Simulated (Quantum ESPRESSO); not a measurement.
# Rh: phonons at W under several settings

```
Rh
1.0
     0.00000    1.89785    1.89785
     1.89785    0.00000    1.89785
     1.89785    1.89785    0.00000
Rh
1
Cartesian
  0.0000 0.0000 0.0000
```

All runs used Quantum ESPRESSO 7.5; k mesh 8 × 8 × 8; relaxed cell; no spin polarisation; cutoff 1197 eV; occupations cold, width 0.2 eV.

```csv
level,potentials,volume (Å³/atom),pressure (GPa),frequencies (cm⁻¹)
LDA,PseudoDojo 0.4.1 SR LDA standard,13.29,-0.1,165 188 188
PBE,PseudoDojo 0.4.1 SR PBE standard,14.10,0.1,151 174 174
PBEsol,PseudoDojo 0.4.1 SR PBEsol standard,13.57,0.0,160 183 183
RPBE,PseudoDojo 0.4.1 SR PBE standard,14.35,0.2,146 168 168
WC,PseudoDojo 0.4.1 SR PBE standard,?,0.0,?
PW91,PseudoDojo 0.4.1 SR PBE standard,14.13,0.1,144 168 168
vdW-DF-cx,PseudoDojo 0.4.1 SR PBE standard,13.63,0.0,165 190 190
```

Problem. What stands in the row left open?

Solution. Volume 13.68 Å³/atom; frequencies 159 183 183 cm⁻¹.

Caveats: the mesh is thin for the phonons of a metal; the potentials were made for another functional, which shifts forces and pressure (some runs).

For the row left open. Caveat: the k mesh is coarse; the mesh is thin for the phonons of a metal; the potentials were made for another functional, which shifts forces and pressure.
